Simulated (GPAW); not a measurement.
Runs of GPAW 26.7.0 on Ti. The structure is cubic, space group Im-3m (No. 229). The conventional cell has a = 3.282 Å, b = 3.282 Å, c = 3.282 Å, α = 90.00°, β = 90.00°, γ = 90.00°. Ti (site symmetry m-3m) is surrounded by 8 Ti at 2.84 Å. This isn't the form of Ti at room conditions, which is hcp.

```tsv
U	gap on the mesh (eV)	pressure (GPa)
Ti d U = 5 eV	none	(b)
Ti d U = 6 eV	none	(a)
Ti d U = 1 eV	none	-9.8
Ti d U = 3 eV	none	-6.1
Ti d U = 4 eV	none	-4.3
```

Alike in all rows: task single point; level LDA+U; potentials or basis the program's PAW data sets (release 1.2.1) made for this functional, pw; no spin polarisation; cell as given; k mesh 11 × 11 × 11; cutoff (eV) 600; smearing fermi-dirac 0.05 eV.

Task: Estimate the missing entries.

Result: (a) 0.1; (b) -2.2.

Caveats: U without spin polarisation on a metal has little footing; the U is typed as a test and isn't derived for this compound.

A gap of «none» marks a metal or a gap under the smearing width.
